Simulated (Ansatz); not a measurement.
CaO and its competing phases

Level of theory: Ansatz, DFT PBE, scalar-relativistic, plane waves, PAW. Settings: cutoff 420 eV, Γ-centred meshes spaced at most about 0.3 Å⁻¹ (2π included), Gaussian smearing. No spin polarisation.

Formation energies are uncorrected and refer to the elements' standard structures at the same level (O₂ as a molecule).

Temperature and zero-point effects are left out.

The competitors are the elements and 1 reference phase of this chemical system (from databases or known types: CaO), relaxed at the same level; some compounds that the Crystallography Open Database lists (CaO2) aren't among them, so the margin is a lower bound.

The candidate was reached from: 4-connected net, two elements alternating.

```yaml
crystal:
  lattice:
    - [-3.56752, 3.56752, 3.56752]
    - [3.56752, -3.56752, 3.56752]
    - [3.56752, 3.56752, -3.56752]
  atoms:
    - { symbol: Ca, position: [0.32289, 0.00000, 0.00000] }
    - { symbol: Ca, position: [0.67711, 0.67711, 0.67711] }
    - { symbol: Ca, position: [0.00000, 0.32289, 0.00000] }
    - { symbol: Ca, position: [0.00000, 0.00000, 0.32289] }
    - { symbol: O, position: [0.00000, 0.68244, 0.00000] }
    - { symbol: O, position: [0.31756, 0.31756, 0.31756] }
    - { symbol: O, position: [0.68244, 0.00000, 0.00000] }
    - { symbol: O, position: [0.00000, 0.00000, 0.68244] }
```

Q: Is it stable, and against what?

A: Not the lowest form: another structure of the same formula lies lower. Its formation energy is -2.694 eV/atom. The lowest competing phase at this composition is this:

```json
{"phase": "CaO", "space group": "Fm-3m (No. 225)", "source": "Materials Project", "share of atoms": "1.0000", "ΔE_f (eV/atom)": "-2.947"}
```

The candidate lies 0.25 eV/atom above this phase. Its margin to the true hull is at least that. The candidate matches no cell in the subsets of the Crystallography Open Database and the Materials Project at hand. A phase this far over the hull is unlikely to be made.
